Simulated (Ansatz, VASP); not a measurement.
This is a calculation of ZnS (Wurtzite-2H) for VASP 6.6.1. 

The input INCAR:

```
SYSTEM = ZnS
PREC = Accurate
ENCUT = 600
EDIFF = 1E-6
ISMEAR = -1
SIGMA = 0.05
LREAL = .FALSE.
LASPH = .TRUE.
NELM = 100
ALGO = Normal
ISIF = 3
LWAVE = .FALSE.
LCHARG = .FALSE.
GGA = RE
IVDW = 12
IBRION = 2
NSW = 40
EDIFFG = -0.01
```

Contents of KPOINTS:

```
Automatic mesh
0
G
  8 8 5
  0 0 0
```

File POSCAR:

```
ZnS
1.0
    3.8110000000      0.0000000000      0.0000000000
   -1.9055000000      3.3004228138      0.0000000000
    0.0000000000      0.0000000000      6.2340000000
Zn S
2 2
Direct
    0.6666666667      0.3333333333      0.5000000000
    0.3333333333      0.6666666667      0.0000000000
    0.6666666667      0.3333333333      0.8850000000
    0.3333333333      0.6666666667      0.3850000000
```

Potentials or basis: VASP PAW PBE potentials, release 64 (Zn, S).

Run with:

```console
$ cat potpaw_PBE.64/Zn/POTCAR potpaw_PBE.64/S/POTCAR > POTCAR
$ mpirun -np 1 vasp_std > vasp.out
```

Set up the same calculation for Ansatz 0.2.0. Potentials or basis there: Ansatz PAW, cutoff 420 eV.

As run (cutoffs and basis follow the program's own potentials, and thresholds, step limits or extra output files can differ):

Contents of input.yaml:

```yaml
crystal:
  lattice:
    - [3.811, 0.0, 0.0]
    - [-1.9055, 3.3004228138, 0.0]
    - [0.0, 0.0, 6.234]
  atoms:
    - { symbol: Zn, position: [0.6666666667, 0.3333333333, 0.5] }
    - { symbol: Zn, position: [0.3333333333, 0.6666666667, 0.0] }
    - { symbol: S, position: [0.6666666667, 0.3333333333, 0.885] }
    - { symbol: S, position: [0.3333333333, 0.6666666667, 0.385] }
hamiltonian:
  xc: revpbe
  pseudopotentials: { kind: paw }
  dispersion: d3bj
kpoints:
  mp_grid: { grid: [8, 8, 5] }
scf:
  occupations: { method: fermi_dirac, width: 0.05 }
output:
  forces: true
  stress: true
relax:
  f_tol: 0.01
  max_steps: 40
  cell: { stress_tol: 0.05 }
```

Potentials or basis: Ansatz PAW.

Command:

```bash
$ ansatz run input.yaml --threads 2 --pin off --max-ram 5632MiB --backend cpu --events-out ev --progress --plain --runs-dir out
```

Both were run:

|  | VASP | Ansatz |
| --- | --- | --- |
| Relaxed volume | 19.22 Å³/atom | 19.18 Å³/atom |
| Relaxed cell | a = 3.778 Å, b = 3.778 Å, c = 6.218 Å, α = 90.00°, β = 90.00°, γ = 120.00° | a = 3.776 Å, b = 3.776 Å, c = 6.214 Å, α = 90.00°, β = 90.00°, γ = 120.00° |
| Space group after relaxing | P6_3mc (No. 186) | P6_3mc (No. 186) |
| Pressure after relaxing | 0.0 GPa | 0.0 GPa |

Ansatz's pressure holds a Pulay term of +0.08 GPa for its cutoff of 420 eV, which the other run lacks.

VASP's potentials were made for PBE. Ansatz's potentials were made for PBE.

Where Ansatz's input types no cutoff or centring, it takes its own default and a Γ-centred mesh.

Pressure is positive in compression.
